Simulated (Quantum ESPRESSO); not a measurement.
# AlN (F-43m): zone-centre phonons, part 2 of 3

Aim: the zone-centre modes of AlN (F-43m).

Quantum ESPRESSO 7.5; DFT PBE, scalar-relativistic, plane waves, GBRV ultrasoft pseudopotentials.

So far. Step 2 (A first look): A gap of 3.3 eV opens on this mesh, so the crystal is taken as an insulator; the start stands at 5.2 GPa. Step 4 (Self-consistent run for the response): The cell stands at -0.11 GPa, close enough for phonons. The relaxed cell has a = 4.407 Å (conventional setting).

### Step 5. Zone-centre response

At q = 0 one unit cell holds all displacements; symmetry groups them into irreducible representations that are solved one by one. The response to a field gives ε∞ and the Born charges, which polar modes need.

File ph.in:

```
phonons
 &inputph
    prefix='x',
    outdir='./tmp',
    fildyn='g.dyn',
    tr2_ph=1.0d-18,
    epsil=.true.,
 /
0.000000000000 0.000000000000 0.000000000000
```

Run with:

```console
$ OMP_NUM_THREADS=1 mpirun -n 4 ph.x -nk 4 -in ph.in > ph.out
```

Log:

```text
[banners, grids, parts of the stress and lines that vanish by symmetry left out]
[banner, memory and clock lines left out]
Program PHONON v.7.5

     ./tmp/x.save/

     IMPORTANT: XC functional enforced from input :
     Exchange-correlation= PBE
                           (   1   4   3   4   0   0   0)
     Any further DFT definition will be discarded
     Please, verify this is what you really want

     G-vector sticks info

     Reading collected, re-writing distributed wavefunctions in ./tmp/

     Number and degeneracy of irreps per q-point
       N         xq(1)         xq(2)         xq(3)   N irreps
       1   0.000000000   0.000000000   0.000000000       2
        3   3

     Calculation of q =    0.0000000   0.0000000   0.0000000

     phonons

     bravais-lattice index     =            2
     lattice parameter (alat)  =       8.3272  a.u.
     unit-cell volume          =     144.3576 (a.u.)^3
     number of atoms/cell      =            2
     number of atomic types    =            2
     kinetic-energy cut-off    =      55.0000  Ry
     charge density cut-off    =     440.0000  Ry
     convergence threshold     =      1.0E-18
     beta                      =       0.7000
     number of iterations used =            4
     Exchange-correlation= PBE
                           (   1   4   3   4   0   0   0)

     celldm(1)=    8.32722  celldm(2)=    0.00000  celldm(3)=    0.00000
     celldm(4)=    0.00000  celldm(5)=    0.00000  celldm(6)=    0.00000

     crystal axes: (cart. coord. in units of alat)
               a(1) = ( -0.5000  0.0000  0.5000 )
               a(2) = (  0.0000  0.5000  0.5000 )
               a(3) = ( -0.5000  0.5000  0.0000 )

     reciprocal axes: (cart. coord. in units 2 pi/alat)
               b(1) = ( -1.0000 -1.0000  1.0000 )
               b(2) = (  1.0000  1.0000  1.0000 )
               b(3) = ( -1.0000  1.0000 -1.0000 )

     Atoms inside the unit cell:

     Cartesian axes

     site n.  atom      mass           positions (alat units)
        1  Al     26.9815   tau(    1) = (    0.00000    0.00000    0.00000  )
        2  N      14.0070   tau(    2) = (   -0.75000    0.75000    0.75000  )

     Computing dynamical matrix for
                    q = (   0.0000000   0.0000000   0.0000000 )

     25 Sym.Ops. (with q -> -q+G )

     G cutoff =  772.8454  (  22419 G-vectors)     FFT grid: ( 40, 40, 40)
     G cutoff =  386.4227  (   7823 G-vectors)  smooth grid: ( 27, 27, 27)
     number of k points=    29
                       cart. coord. in units 2pi/alat
        k(    1) = (   0.0000000   0.0000000   0.0000000), wk =   0.0039062
        k(    2) = (  -0.1250000   0.1250000  -0.1250000), wk =   0.0312500
        k(    3) = (  -0.2500000   0.2500000  -0.2500000), wk =   0.0312500
        [... further k-points left out ...]

     PseudoPot. # 1 for Al read from file:
     ./pseudo/Al.upf
     Pseudo is Ultrasoft + core correction, Zval =  3.0
     Using radial grid of  893 points,  3 beta functions with:
                l(1) =   0
                l(2) =   1
                l(3) =   2
     Q(r) pseudized with  8 coefficients,  rinner =    0.900   0.900   0.900
                                                       0.900   0.900

     PseudoPot. # 2 for N  read from file:
     ./pseudo/N.upf
     Pseudo is Ultrasoft + core correction, Zval =  5.0
     Using radial grid of  729 points,  4 beta functions with:
                l(1) =   0
                l(2) =   0
                l(3) =   1
                l(4) =   1
     Q(r) pseudized with  8 coefficients,  rinner =    0.900   0.900   0.900

     Mode symmetry, T_d (-43m)  point group:

     Electric field:
     Dielectric constant
     Born effective charges as d Force / d E

     Atomic displacements:
     There are    2 irreducible representations

     Representation     1      3 modes -  To be done

     Representation     2      3 modes -  To be done

     Alpha used in Ewald sum =   2.8000

     Electric Fields Calculation

      iter #   1   av.it.:   5.3
      thresh= 1.000E-02 alpha_mix =  0.700 |ddv_scf|^2 =  1.722E-08

      iter #   2   av.it.:   9.7
      thresh= 1.312E-05 alpha_mix =  0.700 |ddv_scf|^2 =  5.572E-10

      iter #   3   av.it.:   9.6
      thresh= 2.360E-06 alpha_mix =  0.700 |ddv_scf|^2 =  5.126E-11

      iter #   4   av.it.:   9.4
      thresh= 7.159E-07 alpha_mix =  0.700 |ddv_scf|^2 =  4.115E-13

      iter #   5   av.it.:   9.7
      thresh= 6.415E-08 alpha_mix =  0.700 |ddv_scf|^2 =  4.939E-16

      iter #   6   av.it.:   9.4
      thresh= 2.222E-09 alpha_mix =  0.700 |ddv_scf|^2 =  1.001E-17

      iter #   7   av.it.:   9.1
      thresh= 3.165E-10 alpha_mix =  0.700 |ddv_scf|^2 =  1.950E-19

     End of electric fields calculation

          Dielectric constant in cartesian axis

          (       4.649352542       0.000000000      -0.000000000 )
          (       0.000000000       4.649352542      -0.000000000 )
          (      -0.000000000      -0.000000000       4.649352542 )

          Effective charges (d Force / dE) in cartesian axis without acoustic sum rule applied (asr)

           atom    1  Al    Mean Z*:        2.55333
      Ex  (        2.55333        0.00000       -0.00000 )
      Ey  (        0.00000        2.55333        0.00000 )
      Ez  (       -0.00000        0.00000        2.55333 )
           atom    2  N     Mean Z*:       -2.55805
      Ex  (       -2.55805        0.00000       -0.00000 )
      Ey  (        0.00000       -2.55805        0.00000 )
      Ez  (       -0.00000        0.00000       -2.55805 )

          Effective charges Sum: Mean:       -0.00472
             -0.00472        0.00000       -0.00000
              0.00000       -0.00472        0.00000
             -0.00000        0.00000       -0.00472

          Effective charges (d Force / dE) in cartesian axis with asr applied:
           atom    1  Al    Mean Z*:        2.55569
      E*x (        2.55569       -0.00000        0.00000 )
      E*y (       -0.00000        2.55569       -0.00000 )
      E*z (        0.00000       -0.00000        2.55569 )
           atom    2  N     Mean Z*:       -2.55569
      E*x (       -2.55569        0.00000       -0.00000 )
      E*y (        0.00000       -2.55569        0.00000 )
      E*z (       -0.00000        0.00000       -2.55569 )

     Representation #   1 modes #   1   2   3

     Self-consistent Calculation

      iter #   1   av.it.:   6.0
      thresh= 1.000E-02 alpha_mix =  0.700 |ddv_scf|^2 =  4.034E-07

      iter #   2   av.it.:  10.1
      thresh= 6.351E-05 alpha_mix =  0.700 |ddv_scf|^2 =  2.916E-09

      iter #   3   av.it.:  10.0
      thresh= 5.400E-06 alpha_mix =  0.700 |ddv_scf|^2 =  1.879E-11

      iter #   4   av.it.:  10.0
      thresh= 4.335E-07 alpha_mix =  0.700 |ddv_scf|^2 =  9.068E-14

      iter #   5   av.it.:   9.7
      thresh= 3.011E-08 alpha_mix =  0.700 |ddv_scf|^2 =  1.038E-15

      iter #   6   av.it.:   9.8
      thresh= 3.221E-09 alpha_mix =  0.700 |ddv_scf|^2 =  3.650E-17

      iter #   7   av.it.:   9.4
      thresh= 6.041E-10 alpha_mix =  0.700 |ddv_scf|^2 =  3.399E-19

     End of self-consistent calculation

     Convergence has been achieved

     Representation #   2 modes #   4   5   6

     Self-consistent Calculation

      iter #   1   av.it.:   4.6
      thresh= 1.000E-02 alpha_mix =  0.700 |ddv_scf|^2 =  2.490E-08

      iter #   2   av.it.:   9.4
      thresh= 1.578E-05 alpha_mix =  0.700 |ddv_scf|^2 =  2.006E-09

      iter #   3   av.it.:   9.4
      thresh= 4.479E-06 alpha_mix =  0.700 |ddv_scf|^2 =  2.348E-12

      iter #   4   av.it.:   9.9
      thresh= 1.532E-07 alpha_mix =  0.700 |ddv_scf|^2 =  1.596E-13

      iter #   5   av.it.:  10.0
      thresh= 3.994E-08 alpha_mix =  0.700 |ddv_scf|^2 =  4.478E-16

      iter #   6   av.it.:  10.0
      thresh= 2.116E-09 alpha_mix =  0.700 |ddv_scf|^2 =  9.603E-18

      iter #   7   av.it.:  10.3
      thresh= 3.099E-10 alpha_mix =  0.700 |ddv_scf|^2 =  2.132E-19

     End of self-consistent calculation

     Convergence has been achieved

     Number of q in the star =    1
     List of q in the star:
          1   0.000000000   0.000000000   0.000000000

          Dielectric constant in cartesian axis

          (       4.649352542       0.000000000      -0.000000000 )
          (       0.000000000       4.649352542      -0.000000000 )
          (      -0.000000000      -0.000000000       4.649352542 )

          Effective charges (d Force / dE) in cartesian axis without acoustic sum rule applied (asr)

           atom    1  Al    Mean Z*:        2.55333
      Ex  (        2.55333        0.00000       -0.00000 )
      Ey  (        0.00000        2.55333        0.00000 )
      Ez  (       -0.00000        0.00000        2.55333 )
           atom    2  N     Mean Z*:       -2.55805
      Ex  (       -2.55805        0.00000       -0.00000 )
      Ey  (        0.00000       -2.55805        0.00000 )
      Ez  (       -0.00000        0.00000       -2.55805 )

          Effective charges Sum: Mean:       -0.00472
             -0.00472        0.00000       -0.00000
              0.00000       -0.00472        0.00000
             -0.00000        0.00000       -0.00472

          Effective charges (d Force / dE) in cartesian axis with asr applied:
           atom    1  Al    Mean Z*:        2.55569
      E*x (        2.55569       -0.00000        0.00000 )
      E*y (       -0.00000        2.55569       -0.00000 )
      E*z (        0.00000       -0.00000        2.55569 )
           atom    2  N     Mean Z*:       -2.55569
      E*x (       -2.55569        0.00000       -0.00000 )
      E*y (        0.00000       -2.55569        0.00000 )
      E*z (       -0.00000        0.00000       -2.55569 )

     Diagonalizing the dynamical matrix

     q = (    0.000000000   0.000000000   0.000000000 )

 **************************************************************************
     freq (    1) =      -0.149464 [THz] =      -4.985581 [cm-1]
     freq (    2) =      -0.149464 [THz] =      -4.985581 [cm-1]
     freq (    3) =      -0.149464 [THz] =      -4.985581 [cm-1]
     freq (    4) =      19.054497 [THz] =     635.589621 [cm-1]
     freq (    5) =      19.054497 [THz] =     635.589621 [cm-1]
     freq (    6) =      19.054497 [THz] =     635.589621 [cm-1]
 **************************************************************************

     Mode symmetry, T_d (-43m)  point group:

     freq (   1-   3) =         -5.0  [cm-1]   --> T_2  G_15 P_4   I+R
     freq (   4-   6) =        635.6  [cm-1]   --> T_2  G_15 P_4   I+R
```

Wall time 20 s (4 MPI ranks of Arm Neoverse V1, shared host); 78 s of CPU time.

This step gave:

```yaml
miss_of_the_charge_sum_rule: 0.004720 e
largest_acoustic_frequency_at_the_zone_centre_before_the_sum_rule: -4.99 cm⁻¹
highest_optical_zone_centre_mode_no_lo_to_term: 635.6 cm⁻¹
lowest_optical_zone_centre_mode: 635.6 cm⁻¹
mean_high_frequency_dielectric_constant: 4.649
largest_born_charge_in_size_third_of_the_trace: 2.558 e
```

Born charge (rows field, columns displacement), before the sum rule (e), principal values of the symmetric part by kind of site:

```tsv
atom	atoms with these values	low	middle	high	mean
Al1	1	2.55	2.55	2.55	2.55
N2	1	-2.56	-2.56	-2.56	-2.56
```

In full for Al1:

```
2.55 0.00 0.00
0.00 2.55 0.00
0.00 0.00 2.55
```

High-frequency dielectric tensor:

```
4.65 0.00 0.00
0.00 4.65 0.00
0.00 0.00 4.65
```

The acoustic modes at Γ come out as far as 5.0 cm⁻¹ from zero, where they should vanish, a small numerical error; the Born charges miss their sum rule by 0.0047 e, which is good.

### Step 6. Modes with the sum rule

A rigid shift of the crystal must cost nothing, but grids and finite bases break this; the acoustic sum rule is imposed before the matrix is diagonalised again. With Born charges the intensities follow, and the static dielectric tensor.

File dynmat.in:

```
 &input
    fildyn='g.dyn',
    asr='simple',
    fileig='dynmat.eig',
    lperm=.true.,
 /
```

Run with:

```console
$ dynmat.x -in dynmat.in > dynmat.out
```

Log:

```text
[banner, memory and clock lines left out]
Program DYNMAT v.7.5

     Reading Dynamical Matrix from file g.dyn
     ...Force constants read
     ...epsilon and Z* read
     A direction for q was not specified:TO-LO splitting will be absent

     Polarizability (A^3 units)
     multiply by 0.451172 for Clausius-Mossotti correction
         6.212250    0.000000   -0.000000
         0.000000    6.212250   -0.000000
        -0.000000   -0.000000    6.212250

     IR activities are in (D/A)^2/amu units

# mode   [cm-1]    [THz]      IR
    1      0.00    0.0000    0.0000
    2      0.00    0.0000    0.0000
    3      0.00    0.0000    0.0000
    4    635.61   19.0550   16.3432
    5    635.61   19.0550   16.3432
    6    635.61   19.0550   16.3432

Electronic dielectric permittivity tensor (relative, adimensional)
         4.649353    0.000000   -0.000000
         0.000000    4.649353   -0.000000
        -0.000000   -0.000000    4.649353

 ... with zone-center polar mode contributions
         8.682731    0.000000   -0.000000
         0.000000    8.682731    0.000000
        -0.000000    0.000000    8.682731
```

The job ended after 0.46 s (1 thread).

This step gave:

```
mean static dielectric constant : 8.683
```

Unit eigenvectors of the mass-weighted matrix after the sum rule; no LO-TO term. The modes at Γ (shares of kinetic energy by element, %):

```tsv
mode	frequency (cm⁻¹)	symmetry	Al %	N %
1	0.0	acoustic	66	34
2	0.0	acoustic	66	34
3	0.0	acoustic	66	34
4	635.6	T2	34	66
5	635.6	T2	34	66
6	635.6	T2	34	66
```

Displacements in mode 6 (635.6 cm⁻¹), the largest set to 1:
```
Al1  0.00  0.00 -0.52
N2   0.00  0.00  1.00
```

Degenerate modes summed, no LO-TO term. Infrared lines, with heights relative to the strongest:

```tsv
position (cm⁻¹)	lines merged	label	IR intensity, relative
636	3	T2	100
```

Static dielectric tensor (ions relaxed, fixed cell):

```
8.68 0.00 0.00
0.00 8.68 0.00
0.00 0.00 8.68
```

The rule moves no optical mode by more than 0.1 cm⁻¹.

(Continued in part 3 of 3.)

[Host names and launcher messages were left out of these logs when they were recorded.]

[Logs are printed without paths, hosts, clocks, repeated set-up lines and the standing remarks that a program may print on its own settings, such as how far it seeks lower states.]

[Hosts, paths, dates, database ids (printed as entryN), source tags and the programs' standing remarks are cut or masked in the printed files.]
